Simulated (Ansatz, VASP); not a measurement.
**Two plane-wave programs on Zr4B**

```
Zr B
1.0
     2.89394    0.00000    0.00000
    -1.44697    2.50623    0.00000
     0.00000    0.00000    9.30542
Zr B
4 1
Direct
  0.33333 0.66667 0.86586
  0.33333 0.66667 0.37680
  0.66667 0.33333 0.13414
  0.66667 0.33333 0.62320
  0.00000 0.00000 0.00000
```

Change from the starting cell: species swapped into the Co4H type (P-3m1, No. 164).

Alike in both runs: task single point; functional PBE; k mesh 6 × 6 × 2; occupations gaussian, width 0.1 eV; no spin polarisation.

|  | VASP | Ansatz |
| --- | --- | --- |
| version | VASP 6.6.1 | Ansatz 0.2.0 |
| potentials or method | VASP PAW PBE potentials, release 64 (Zr_sv, B) | scalar-relativistic, plane waves, PAW |
| plane-wave cutoff (eV) | 520 | 420 |
| valence electrons in the cell | 51 | 51 |

```tsv
	VASP	Ansatz	Ansatz less VASP
gap on the k mesh at the Fermi level (eV)	none	none	-
rms of the force components (eV/Å)	1.156	1.153	-0.0033
```

Atom by atom the forces differ by 0.004 eV/Å (rms over components). A gap of «none» marks a metal or a gap that the smearing closes.

Caveats: the k mesh is coarse (spacing up to 0.42 Å⁻¹), so the values aren't converged; forces of over 1 eV/Å show positions far from the minimum, so gaps and moduli don't describe the material at rest.
